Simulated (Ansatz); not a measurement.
Ionic part of the dielectric constant of BN at 16 GPa, mode by mode

All numbers below come from DFT PBEsol, scalar-relativistic, plane waves, PAW in Ansatz. Plane waves to 420 eV; Γ-centred k mesh 12×12×12; fixed occupations. No spin polarisation. Phonons by linear response, acoustic sum rule imposed.

It takes space group R3m (No. 160, trigonal). The conventional cell has a = 2.477 Å, b = 2.477 Å, c = 8.130 Å, α = 90.00°, β = 90.00°, γ = 120.00°. B (site symmetry 3m) has 3 N at 1.43 Å as nearest neighbours. N (site symmetry 3m) has 3 B at 1.43 Å as nearest neighbours.

The crystal is built of layers and no dispersion correction was added, so the binding between them is poorly described, and with it their spacing and whatever depends on it.

The primitive cell has V = 14.40 Å³ and ε∞,yy = 5.485. Each polar mode adds Δε = (4.92064×10⁷/V)·S/ν² along y, with S its oscillator strength in e²/amu, ν in cm⁻¹ and V in Å³.

Task: From these modes, find each Δε and ε0,yy.
```tsv
ν (cm⁻¹)	S_yy (e²/amu)
1423.0	1.153
```

Result:
| ν (cm⁻¹) | Δε |
| --- | --- |
| 1423.0 | 1.95 |

The sum is 1.946, so ε0,yy = 7.43; the run's tensor has 7.43.

Task: Where do the longitudinal modes lie for a wave vector along y?

Result: At 1656 cm⁻¹. The Lyddane–Sachs–Teller product Π(ν_LO/ν_TO)² = 1.35 matches ε0/ε∞ = 1.35.

This form isn't the usual stable structure of the compound at low pressure.

Cost: 1 run of about 0.76 core-minutes, on Arm Neoverse V1 (shared hosts).